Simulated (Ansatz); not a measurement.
# PbTe (CsCl type): equation of state

The task here is to estimate one member of a computed series from the others.

Computed with Ansatz 0.2.0 (DFT PBE, scalar-relativistic, plane waves, PAW, unless a step's input says otherwise).

2 further runs of the same task are left out: 2 that didn't finish.

## Starting point

The structure is cubic, space group Pm-3m (No. 221). The conventional cell has a = 4.005 Å, b = 4.005 Å, c = 4.005 Å, α = 90.00°, β = 90.00°, γ = 90.00°. Pb (site symmetry m-3m) is surrounded by 8 Te at 3.47 Å. Around Te (site symmetry m-3m) lie 8 Pb at 3.47 Å.

Coordinates:

```
Pb Te
1.0
     4.00539    0.00000    0.00000
     0.00000    4.00539    0.00000
     0.00000    0.00000    4.00539
Pb Te
1 1
Direct
  0.00000 0.00000 0.00000
  0.50000 0.50000 0.50000
```

An earlier run at PBE left this cell at 32.130 Å³/atom and -0.05 GPa (8×8×8 mesh).

Volume factors to run: 0.980, 1.020, 0.960, 1.040, 1.070, 1.100, 0.945.

The first run:

File input.yaml:

```yaml
crystal:
  lattice:
    - [3.9785110976, 0.0, 0.0]
    - [0.0, 3.9785110976, 0.0]
    - [0.0, 0.0, 3.9785110976]
  atoms:
    - { symbol: Pb, position: [0.0, 0.0, 0.0] }
    - { symbol: Te, position: [0.5, 0.5, 0.5] }
basis:
  ecutwfc: 420
  ecutrho_ratio: 4
kpoints:
  mp_grid: { grid: [8, 8, 8] }
hamiltonian:
  xc: pbe
scf:
  occupations: { method: gaussian, width: 0.05 }
output:
  forces: true
  stress: true
  eigenvalues: true
```

The run is started by

```bash
ansatz run input.yaml --threads 2 --pin off --max-ram 2662MiB --backend cpu --events-out ev --progress --plain --runs-dir out
```

Steps of the session up to this table: Volume × 0.980; At 1.020 of the relaxed volume; Volume × 0.960; Scaling the volume by 1.040; Scaling the volume by 1.070; Scaling the volume by 1.100; Volume × 0.945.

One of the session's tables, all rows but one given; the rest of the session is left out.

It belongs to the step «Energy and pressure against volume». 

| volume (Å³/atom) | energy (meV/atom) | pressure (GPa) |
| --- | --- | --- |
| 30.362 | 12.93 | 2.32 |
| 30.844 | ? | ? |
| 31.487 | 1.69 | 0.80 |
| 32.130 | 0.00 | -0.05 |
| 32.772 | 1.74 | -0.84 |
| 33.415 | 6.60 | -1.57 |
| 34.379 | 18.98 | -2.52 |
| 35.343 | 36.64 | -3.31 |

Estimate the missing values for volume (Å³/atom) = 30.844.

Worked estimate for «energy (meV/atom)». A straight line through the neighbours (30.362, 12.93) and (31.487, 1.69) gives 12.93 + (1.69 − 12.93) × (30.844 − 30.362) / (31.487 − 30.362) = 8.11; a parabola fitted to 3 rows on both sides gives 6.82.

The run gave: energy (meV/atom): 6.87; pressure (GPa): 1.66. In «energy (meV/atom)» the line misses by +1.24 and the parabola by -0.05.
